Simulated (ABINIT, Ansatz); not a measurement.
# A GW chain in ABINIT: NaI (Fm-3m), part 2 of 3

Aim: the G0W0 gap of NaI (Fm-3m) on PBE, step by step.

ABINIT 10.8.3; PBE and many-body steps on it, plane waves. Known limits of the many-body steps: not at the basis limit; no spin-orbit coupling.

So far. Step 2 (Ground state): The gap is direct, at Γ.

## 3. Bands along the symmetry lines

Level of this step: DFT, PBE, plane waves, norm-conserving pseudopotentials (ABINIT).

Levels along a band path, at the cheap level, show where the edges lie and whether the meshes to come will hold them.

run.abi

```
acell 3*1.0 Angstrom
rprim 
  0.000000000000 3.236400000000 3.236400000000
  3.236400000000 -0.000000000000 3.236400000000
  3.236400000000 3.236400000000 -0.000000000000
ntypat 2
znucl 11 53
natom 2
typat 1 2
xred 
  0.000000000000 0.000000000000 0.000000000000
  0.500000000000 0.500000000000 0.500000000000
pp_dirpath "pseudos"
pseudos "Na.upf, I.upf"
ecut 38
iscf -2
irdden 1
kptopt 0
nkpt 50
kpt 
  0.00000000 0.00000000 0.00000000
  0.06250000 0.00000000 0.06250000
  0.12500000 0.00000000 0.12500000
  0.18750000 0.00000000 0.18750000
  0.25000000 0.00000000 0.25000000
  0.31250000 0.00000000 0.31250000
  0.37500000 0.00000000 0.37500000
  0.43750000 0.00000000 0.43750000
  0.50000000 0.00000000 0.50000000
  0.51562500 0.03125000 0.51562500
  0.53125000 0.06250000 0.53125000
  0.54687500 0.09375000 0.54687500
  0.56250000 0.12500000 0.56250000
  0.57812500 0.15625000 0.57812500
  0.59375000 0.18750000 0.59375000
  0.60937500 0.21875000 0.60937500
  0.62500000 0.25000000 0.62500000
  0.37500000 0.37500000 0.75000000
  0.32812500 0.32812500 0.65625000
  0.28125000 0.28125000 0.56250000
  0.23437500 0.23437500 0.46875000
  0.18750000 0.18750000 0.37500000
  0.14062500 0.14062500 0.28125000
  0.09375000 0.09375000 0.18750000
  0.04687500 0.04687500 0.09375000
  0.00000000 0.00000000 0.00000000
  0.06250000 0.06250000 0.06250000
  0.12500000 0.12500000 0.12500000
  0.18750000 0.18750000 0.18750000
  0.25000000 0.25000000 0.25000000
  0.31250000 0.31250000 0.31250000
  0.37500000 0.37500000 0.37500000
  0.43750000 0.43750000 0.43750000
  0.50000000 0.50000000 0.50000000
  0.50000000 0.46875000 0.53125000
  0.50000000 0.43750000 0.56250000
  0.50000000 0.40625000 0.59375000
  0.50000000 0.37500000 0.62500000
  0.50000000 0.34375000 0.65625000
  0.50000000 0.31250000 0.68750000
  0.50000000 0.28125000 0.71875000
  0.50000000 0.25000000 0.75000000
  0.50000000 0.21875000 0.71875000
  0.50000000 0.18750000 0.68750000
  0.50000000 0.15625000 0.65625000
  0.50000000 0.12500000 0.62500000
  0.50000000 0.09375000 0.59375000
  0.50000000 0.06250000 0.56250000
  0.50000000 0.03125000 0.53125000
  0.50000000 0.00000000 0.50000000
istwfk *1
nband 15
nbdbuf 2
tolwfr 1e-08
nstep 40
prtwf 0
prtvol 0
indata_prefix "in"
outdata_prefix "out"
tmpdata_prefix "tmp"
```

The run is started by

```sh
$ OMP_NUM_THREADS=1 mpirun -n 4 abinit run.abi > log
```

Numbers of over 12 decimals in the logs are rounded to 6 here.

Log:

```text
.Version 10.8.3 of ABINIT. v10.8.2 released Aug 2026.

 Symmetries : space group Fm -3 m (#225); Bravais cF (face-center cubic)
[... echo of the input left out ...]
== DATASET  1 ==================================================================
-   mpi_nproc: 4, omp_nthreads: 1 (-1 if OMP is not activated)

--- !DatasetInfo
iteration_state: {dtset: 1, }
dimensions: {natom: 2, nkpt: 50, mband: 15, nsppol: 1, nspinor: 1, nspden: 1, mpw: 5142, }
cutoff_energies: {ecut:  38.0, pawecutdg:  -1.0, }
electrons: {nelect:   1.60000000E+01, charge:   0.00000000E+00, occopt:   1.00000000E+00, tsmear:   1.00000000E-02, }

 Real(R)+Recip(G) space primitive vectors, cartesian coordinates (Bohr,Bohr^-1):
 R(1)=  0.0000000  6.1159096  6.1159096  G(1)= -0.0817540  0.0817540  0.0817540
 R(2)=  6.1159096  0.0000000  6.1159096  G(2)=  0.0817540 -0.0817540  0.0817540
 R(3)=  6.1159096  6.1159096  0.0000000  G(3)=  0.0817540  0.0817540 -0.0817540
 Unit cell volume ucvol=  4.5752326E+02 bohr^3
 Angles (23,13,12)=  6.00000000E+01  6.00000000E+01  6.00000000E+01 degrees

 getcut: wavevector=  0.0000  0.0000  0.0000  ngfft=  50  50  50
         ecut(hartree)=     38.000   => boxcut(ratio)=   2.08406

--- Pseudopotential description ------------------------------------------------
- Na Generated using ONCVPSP code by D. R. Hamann
- 11.00000   9.00000  171031                  znucl, zion, pspdat
12 -101130 1 -1 1992                          pspcod,pspxc,lmax,lloc,mmax
     nproj     2     2     0
  pspatm : epsatm=    9.36084378
         --- l  ekb(1:nproj) -->
             0    2.667291   -0.676599
             1   -6.743718   -2.407365
 pspatm: atomic psp has been read  and splines computed

- I Generated using ONCVPSP code by D. R. Hamann
- 53.00000   7.00000  171031                  znucl, zion, pspdat
12 -101130 2 -1 1196                          pspcod,pspxc,lmax,lloc,mmax
     nproj     2     2     2
  pspatm : epsatm=   19.17056757
         --- l  ekb(1:nproj) -->
             0    5.955518    0.916455
[...]
pspatm: atomic psp has been read  and splines computed

--------------------------------------------------------------------------------

================================================================================
 prteigrs : about to open file out_EIG
 Non-SCF case, kpt    1 (  0.00000  0.00000  0.00000), residuals and eigenvalues=
  2.33E-09  1.48E-09  2.53E-09  6.10E-09  9.21E-10  7.43E-10  4.03E-09  6.45E-09
  4.98E-09  2.75E-09  2.88E-09  3.05E-09  7.98E-09  4.77E-08  3.42E-08
 -1.8534E+00 -8.2153E-01 -8.2153E-01 -8.2153E-01 -4.0100E-01  3.9379E-03
  3.9379E-03  3.9379E-03  1.3768E-01  2.9667E-01  2.9667E-01  2.9667E-01
[...]
Non-SCF case, kpt    2 (  0.06250  0.00000  0.06250), residuals and eigenvalues=
  6.72E-09  5.62E-09  1.21E-09  1.90E-09  1.78E-09  1.77E-09  6.32E-10  5.44E-09
[...]
3.40E-09  1.00E-09  3.82E-09  8.42E-09  2.05E-09  9.41E-09  2.51E-09  8.74E-09
  7.20E-10  3.91E-09  1.81E-09  7.15E-09  4.31E-09  5.42E-09  3.63E-04
[...]
Non-SCF case, kpt   49 (  0.50000  0.03125  0.53125), residuals and eigenvalues=
[...]
Non-SCF case, kpt   50 (  0.50000  0.00000  0.50000), residuals and eigenvalues=
[...]
-1.8534E+00 -8.2168E-01 -8.2159E-01 -8.2159E-01 -3.8669E-01 -6.5920E-02
 -2.3368E-02 -2.3368E-02  1.6920E-01  2.0857E-01  3.6696E-01  4.2148E-01
[...]
--- !ResultsGS
iteration_state: {dtset: 1, }
comment   : Summary of ground state results
lattice_vectors:
- [  0.0000000,   6.1159096,   6.1159096, ]
- [  6.1159096,  -0.0000000,   6.1159096, ]
- [  6.1159096,   6.1159096,  -0.0000000, ]
lattice_lengths: [   8.64920,    8.64920,    8.64920, ]
lattice_angles: [ 60.000,  60.000,  60.000, ] # degrees, (23, 13, 12)
lattice_volume:   4.5752326E+02
convergence: {deltae:  0.000E+00, res2:  0.000E+00, residm:  9.994E-09, diffor:  0.000E+00, }
etotal    :  -5.87453014E+01
entropy   :   0.00000000E+00
fermie    :   3.93791755E-03
cartesian_stress_tensor: null
pressure_GPa: null
xred      :
- [  0.0000E+00,   0.0000E+00,   0.0000E+00, Na]
- [  5.0000E-01,   5.0000E-01,   5.0000E-01,  I]
cartesian_forces: null
force_length_stats: {min: null, max: null, mean: null, }

 Integrated electronic density in atomic spheres:
 ------------------------------------------------
 Atom  Sphere_radius  Integrated_density
[...]
================================================================================

 ----iterations are completed or convergence reached----

 Mean square residual over all n,k,spin=   41.929E-10; max=  99.939E-10
 reduced coordinates (array xred) for    2 atoms
       0.000000000000      0.000000000000      0.000000000000
       0.500000000000      0.500000000000      0.500000000000

 cartesian coordinates (angstrom) at end:
    1      0.000000     0.000000     0.000000
    2      3.236400     3.236400     3.236400
 length scales=  1.889726125908  1.889726125908  1.889726125908 bohr
              =  1.000000000000  1.000000000000  1.000000000000 angstroms
 prteigrs : about to open file out_EIG
 Eigenvalues (hartree) for nkpt=  50  k points:
 kpt#   1, nband= 15, wtk=  1.00000, kpt=  0.0000  0.0000  0.0000 (reduced coord)
[...]
kpt#   2, nband= 15, wtk=  1.00000, kpt=  0.0625  0.0000  0.0625 (reduced coord)
[...]
kpt#   3, nband= 15, wtk=  1.00000, kpt=  0.1250  0.0000  0.1250 (reduced coord)
[...]
kpt#  49, nband= 15, wtk=  1.00000, kpt=  0.5000  0.0313  0.5313 (reduced coord)
  -1.85343   -0.82168   -0.82159   -0.82159   -0.38667   -0.06561   -0.02393   -0.02365
   0.17051    0.20991    0.36492    0.40718    0.42189    0.44584    0.49704
 kpt#  50, nband= 15, wtk=  1.00000, kpt=  0.5000  0.0000  0.5000 (reduced coord)
  -1.85343   -0.82168   -0.82159   -0.82159   -0.38669   -0.06592   -0.02337   -0.02337
   0.16920    0.20857    0.36696    0.42148    0.42148    0.43439    0.49751

== END DATASET(S) ==============================================================
================================================================================

 -outvars: echo values of variables after computation  --------
            nband          15
             nkpt          50
          spgroup         225
 [... the other variables as echoed above ...]

 Calculation completed.
```

Run time: 26 s. Hardware: 4 MPI ranks of Arm Neoverse N1, shared host; peak memory 0.33 GiB; 1.8 min of CPU time.

This step gave:

- gap: 3.639 eV
- k of the valence top: 0, 0, 0
- k of the conduction bottom: 0, 0, 0
- least direct gap: 3.639 eV

The gap is 3.639 eV, as in the run before at this level.

The electronic bands at the labelled points (eV, zero at the top of the highest filled band; v1 is the highest filled band, c1 the lowest empty one):

| point | v4 | v3 | v2 | v1 | c1 | c2 | c3 | c4 |
| --- | --- | --- | --- | --- | --- | --- | --- | --- |
| Γ | -11.02 | 0.00 | 0.00 | 0.00 | 3.64 | 7.97 | 7.97 | 7.97 |
| halfway | -10.82 | -1.22 | -0.40 | -0.40 | 5.28 | 6.37 | 7.60 | 9.26 |
| X | -10.63 | -1.90 | -0.74 | -0.74 | 4.50 | 5.57 | 9.88 | 11.36 |
| halfway | -10.63 | -1.83 | -0.94 | -0.70 | 4.74 | 5.87 | 9.49 | 10.26 |
| U | -10.63 | -1.64 | -1.34 | -0.60 | 5.22 | 6.70 | 8.71 | 9.26 |
| jump to K | -10.63 | -1.64 | -1.34 | -0.60 | 5.22 | 6.70 | 8.71 | 9.26 |
| halfway | -10.81 | -1.41 | -0.59 | -0.15 | 5.64 | 7.15 | 7.40 | 8.20 |
| Γ | -11.02 | 0.00 | 0.00 | 0.00 | 3.64 | 7.97 | 7.97 | 7.97 |
| halfway | -10.87 | -1.29 | -0.15 | -0.15 | 4.93 | 7.52 | 8.00 | 8.00 |
| L | -10.71 | -2.18 | -0.28 | -0.28 | 5.10 | 7.47 | 7.47 | 8.75 |
| halfway | -10.66 | -1.90 | -0.91 | -0.48 | 6.14 | 6.31 | 8.29 | 8.30 |
| W | -10.62 | -1.41 | -1.41 | -0.93 | 5.83 | 7.50 | 7.50 | 7.94 |
| halfway | -10.63 | -1.77 | -0.96 | -0.84 | 5.02 | 6.12 | 9.09 | 9.32 |
| X | -10.63 | -1.90 | -0.74 | -0.74 | 4.50 | 5.57 | 9.88 | 11.36 |

The electronic bands as a text plot (rows in eV, shown from -8.0 to 8.5 only):

```
    8.2 |+++++  ++         +++++++++++++++++++++     ++++++++
    7.5 | +++ ++           +++++++++++   ++++++++++++   +++
    6.8 |    +           ++ ++++                    ++ ++  ++
    6.1 |     +++++    ++   ++++                     ++++++  ++
    5.4 |     ++++ ++++  +++    +            ++++++++      ++  ++
    4.7 |    +    +++++++        ++++      ++                ++++
    4.0 | +++                        +  +++
    3.3 |+                            ++
    2.7 |
    2.0 |
    1.3 |
    0.6 |
   -0.1 |*******            **************************
   -0.8 |  ***  ************  *******    ***        *************
   -1.5 |     *****     *********           ***        *******
   -2.2 |          *****                       ********       ***
   -2.8 |
   -3.5 |
   -4.2 |
   -4.9 |
   -5.6 |
   -6.3 |
   -7.0 |
   -7.7 |
         Γ           X  U|K            Γ         L        W     X
```

## 4. Empty states on the mesh, 4×4×4 mesh, 177 bands

The sums over transitions need many empty states on a uniform mesh; this step solves for them.

run.abi

```
acell 3*1.0 Angstrom
rprim 
  0.000000000000 3.236400000000 3.236400000000
  3.236400000000 -0.000000000000 3.236400000000
  3.236400000000 3.236400000000 -0.000000000000
ntypat 2
znucl 11 53
natom 2
typat 1 2
xred 
  0.000000000000 0.000000000000 0.000000000000
  0.500000000000 0.500000000000 0.500000000000
pp_dirpath "pseudos"
pseudos "Na.upf, I.upf"
ecut 38
ngkpt 4 4 4
nshiftk 1
shiftk 0 0 0
kptopt 1
chksymbreak 0
iscf -2
irdden 1
istwfk *1
nband 177
nbdbuf 16
tolwfr 1e-09
nstep 60
prtvol 0
indata_prefix "in"
outdata_prefix "out"
tmpdata_prefix "tmp"
```

Log:

```text
.Version 10.8.3 of ABINIT. v10.8.2 released Aug 2026.

 Symmetries : space group Fm -3 m (#225); Bravais cF (face-center cubic)
[... echo of the input left out ...]
== DATASET  1 ==================================================================
-   mpi_nproc: 4, omp_nthreads: 1 (-1 if OMP is not activated)

--- !DatasetInfo
iteration_state: {dtset: 1, }
dimensions: {natom: 2, nkpt: 8, mband: 177, nsppol: 1, nspinor: 1, nspden: 1, mpw: 5124, }
cutoff_energies: {ecut:  38.0, pawecutdg:  -1.0, }
electrons: {nelect:   1.60000000E+01, charge:   0.00000000E+00, occopt:   1.00000000E+00, tsmear:   1.00000000E-02, }

 Real(R)+Recip(G) space primitive vectors, cartesian coordinates (Bohr,Bohr^-1):
 R(1)=  0.0000000  6.1159096  6.1159096  G(1)= -0.0817540  0.0817540  0.0817540
 R(2)=  6.1159096  0.0000000  6.1159096  G(2)=  0.0817540 -0.0817540  0.0817540
 R(3)=  6.1159096  6.1159096  0.0000000  G(3)=  0.0817540  0.0817540 -0.0817540
 Unit cell volume ucvol=  4.5752326E+02 bohr^3
 Angles (23,13,12)=  6.00000000E+01  6.00000000E+01  6.00000000E+01 degrees

 getcut: wavevector=  0.0000  0.0000  0.0000  ngfft=  50  50  50
         ecut(hartree)=     38.000   => boxcut(ratio)=   2.08406

--- Pseudopotential description ------------------------------------------------
- Na Generated using ONCVPSP code by D. R. Hamann
- 11.00000   9.00000  171031                  znucl, zion, pspdat
12 -101130 1 -1 1992                          pspcod,pspxc,lmax,lloc,mmax
     nproj     2     2     0
  pspatm : epsatm=    9.36084378
         --- l  ekb(1:nproj) -->
             0    2.667291   -0.676599
             1   -6.743718   -2.407365
 pspatm: atomic psp has been read  and splines computed

- I Generated using ONCVPSP code by D. R. Hamann
- 53.00000   7.00000  171031                  znucl, zion, pspdat
12 -101130 2 -1 1196                          pspcod,pspxc,lmax,lloc,mmax
     nproj     2     2     2
  pspatm : epsatm=   19.17056757
         --- l  ekb(1:nproj) -->
             0    5.955518    0.916455
[...]
pspatm: atomic psp has been read  and splines computed

--------------------------------------------------------------------------------

================================================================================
 prteigrs : about to open file out_EIG
 Non-SCF case, kpt    1 (  0.00000  0.00000  0.00000), residuals and eigenvalues=
  2.11E-10  3.16E-10  2.91E-10  5.91E-10  2.44E-10  1.75E-10  3.12E-10  4.50E-10
  1.38E-10  1.31E-10  4.10E-10  4.90E-10  1.05E-10  3.31E-10  5.74E-10  2.20E-10
  3.05E-10  4.59E-10  1.16E-10  1.36E-10  3.20E-10  4.79E-10  3.79E-10  5.21E-10
[...]
4.17E-03
 -1.8534E+00 -8.2153E-01 -8.2153E-01 -8.2153E-01 -4.0100E-01  3.9379E-03
  3.9379E-03  3.9379E-03  1.3768E-01  2.9667E-01  2.9667E-01  2.9667E-01
  3.6509E-01  3.6509E-01  3.9121E-01  4.3160E-01  4.3160E-01  4.3160E-01
[...]
3.5196E+00  3.5208E+00  3.5208E+00  3.5208E+00  3.5212E+00  3.5212E+00
  3.5722E+00  3.5722E+00  3.5722E+00  3.5728E+00  3.7616E+00  3.7616E+00
[...]
prteigrs : prtvol=0 or 1, do not print more k-points.

--- !ResultsGS
iteration_state: {dtset: 1, }
comment   : Summary of ground state results
lattice_vectors:
- [  0.0000000,   6.1159096,   6.1159096, ]
- [  6.1159096,  -0.0000000,   6.1159096, ]
- [  6.1159096,   6.1159096,  -0.0000000, ]
lattice_lengths: [   8.64920,    8.64920,    8.64920, ]
lattice_angles: [ 60.000,  60.000,  60.000, ] # degrees, (23, 13, 12)
lattice_volume:   4.5752326E+02
convergence: {deltae:  0.000E+00, res2:  0.000E+00, residm:  9.984E-10, diffor:  0.000E+00, }
etotal    :  -5.87453014E+01
entropy   :   0.00000000E+00
fermie    :   3.93791755E-03
cartesian_stress_tensor: null
pressure_GPa: null
xred      :
- [  0.0000E+00,   0.0000E+00,   0.0000E+00, Na]
- [  5.0000E-01,   5.0000E-01,   5.0000E-01,  I]
cartesian_forces: null
force_length_stats: {min: null, max: null, mean: null, }

 Integrated electronic density in atomic spheres:
 ------------------------------------------------
 Atom  Sphere_radius  Integrated_density
[...]
================================================================================

 ----iterations are completed or convergence reached----

 Mean square residual over all n,k,spin=   43.304E-11; max=  99.842E-11
 reduced coordinates (array xred) for    2 atoms
       0.000000000000      0.000000000000      0.000000000000
       0.500000000000      0.500000000000      0.500000000000

 cartesian coordinates (angstrom) at end:
    1      0.000000     0.000000     0.000000
    2      3.236400     3.236400     3.236400
 length scales=  1.889726125908  1.889726125908  1.889726125908 bohr
              =  1.000000000000  1.000000000000  1.000000000000 angstroms
 prteigrs : about to open file out_EIG
 Eigenvalues (hartree) for nkpt=   8  k points:
 kpt#   1, nband=177, wtk=  0.01563, kpt=  0.0000  0.0000  0.0000 (reduced coord)
[...]
3.38638    3.38638    3.51961    3.52078    3.52078    3.52078    3.52119    3.52119
   3.57221    3.57221    3.57221    3.57275    3.76161    3.76161    3.76163    3.89881
   3.90273
 prteigrs : prtvol=0 or 1, do not print more k-points.

== END DATASET(S) ==============================================================
================================================================================

 -outvars: echo values of variables after computation  --------
            nband         177
             nkpt           8
          spgroup         225
 [... the other variables as echoed above ...]

 Calculation completed.
```

Elapsed: 2.4 min, on 4 MPI ranks; peak memory 0.43 GiB.

This step gave:

```yaml
gap: 3.639 eV
k_of_the_valence_top: 0, 0, 0
k_of_the_conduction_bottom: 0, 0, 0
least_direct_gap: 3.639 eV
k_points_computed: 8
lowest_point_of_the_top_converged_band_above_the_valence_top: 92.0409 eV
```

On this mesh the gap is 3.639 eV.

## 5. Screening, 4×4×4 mesh, 161 bands, screening to 176.9 eV

The RPA dielectric matrix is built and inverted for each q.

This step: RPA screening on PBE, plane waves, norm-conserving pseudopotentials.

run.abi, as its differences from that of step 4:

```diff
@@ -20,10 +20,11 @@
 chksymbreak 0
-iscf -2
-irdden 1
 istwfk *1
-nband 177
-nbdbuf 16
-tolwfr 1e-09
-nstep 60
-prtvol 0
+occopt 1
+irdwfk 1
+optdriver 3
+nband 161
+ecuteps 6.5
+inclvkb 2
+awtr 1
+symchi 1
 indata_prefix "in"
```

Log:

```text
.Version 10.8.3 of ABINIT. v10.8.2 released Aug 2026.

 Symmetries : space group Fm -3 m (#225); Bravais cF (face-center cubic)
[... echo of the input left out ...]
== DATASET  1 ==================================================================
-   mpi_nproc: 4, omp_nthreads: 1 (-1 if OMP is not activated)

--- !DatasetInfo
iteration_state: {dtset: 1, }
dimensions: {natom: 2, nkpt: 8, mband: 161, nsppol: 1, nspinor: 1, nspden: 1, mpw: 5124, }
cutoff_energies: {ecut:  38.0, pawecutdg:  -1.0, }
electrons: {nelect:   1.60000000E+01, charge:   0.00000000E+00, occopt:   1.00000000E+00, tsmear:   1.00000000E-02, }

 SCREENING: Calculation of the susceptibility and dielectric matrices

 Based on a program developped by R.W. Godby, V. Olevano, G. Onida, and L. Reining.
 Incorporated in ABINIT by V. Olevano, G.-M. Rignanese, and M. Torrent.
.Using double precision arithmetic ; gwpc =  8

[... cell and pseudopotentials left out ...]
--------------------------------------------------------------------------------

 ==== K-mesh for the wavefunctions ====
 Number of points in the irreducible wedge :     8
[... list of points left out ...]
 Together with 48 symmetry operations and time-reversal symmetry
 yields    64 points in the full Brillouin Zone.

 ==== Q-mesh for the screening function ====
 Number of points in the irreducible wedge :     8
[... list of points left out ...]
 Together with 48 symmetry operations and time-reversal symmetry
 yields    64 points in the full Brillouin Zone.

 setmesh: FFT mesh size selected  =    36x   36x   36
          total number of points  =        46656

 vcoul_init : cutoff-mode = AUXILIARY_FUNCTION
 q-points for optical limit:   1
     1)      0.000010    0.000020    0.000030

- screening: taking advantage of time-reversal symmetry
- Maximum band index for partially occupied states nbvw = 8
- Remaining bands to be divided among processors   nbcw = 153
- Number of bands treated by each node ~38

 Number of electrons calculated from density =   16.0000; Expected =   16.0000
 average of density, n =  0.034971
 r_s =    1.8970
 omega_plasma =   18.0389 [eV]

 calculating chi0 at frequencies [eV] :
  1    0.000000E+00    0.000000E+00
  2    0.000000E+00    1.803886E+01

--------------------------------------------------------------------------------
  q-point number  1        q = ( 0.000000, 0.000000, 0.000000) [r.l.u.]
--------------------------------------------------------------------------------
[... chi0 elements left out ...]
 For q-point:  0.000010 0.000020 0.000030
  dielectric constant =   3.2408
  dielectric constant without local fields =   3.9375

  Average fulfillment of the sum rule on Im[epsilon] for q-point    1 :     75.72  [%]
[... wings left out ...]
  q-point number  2        q = ( 0.250000, 0.000000, 0.000000) [r.l.u.]
--------------------------------------------------------------------------------
[... chi0 elements left out ...]
  Average fulfillment of the sum rule on Im[epsilon] for q-point    2 :     83.85  [%]

 [... 6 further q-points ...]
```

It took 2.4 min on 4 MPI ranks; peak memory 1.6 GiB; 9.4 min of CPU time.

Numbers from this step:

- ε∞ with local fields, on this mesh, along the program's q direction: 3.241
- the same without local fields: 3.938
- plasma frequency: 18.04 eV
- plane waves in the screening matrix: 339

Local fields lower ε∞ by 18 %.

(Part 2 of 3 ends here.)

[Paths, hosts, dates, memory and timing lines, banners, echoed tables and standing remarks are left out of the program output.]

[Logs are printed without paths, hosts, clocks, repeated set-up lines and the standing remarks that a program may print on its own settings, such as how far it seeks lower states.]

[Runs of the session that timed out or met a known fault of the program may be left out.]

[Hosts, paths, dates, database ids (printed as entryN), source tags and the programs' standing remarks are cut or masked in the printed files.]

[G0W0 gaps are taken among the corrected bands and points alone; a level outside them can change the order at an edge.]

[Where Ansatz stands beside ABINIT at settings called matched, ABINIT's density can come from a denser mesh and the files from another edition; pairs whose starting gaps differed by over 0.03 eV were left out, so agreement reads better than it is.]
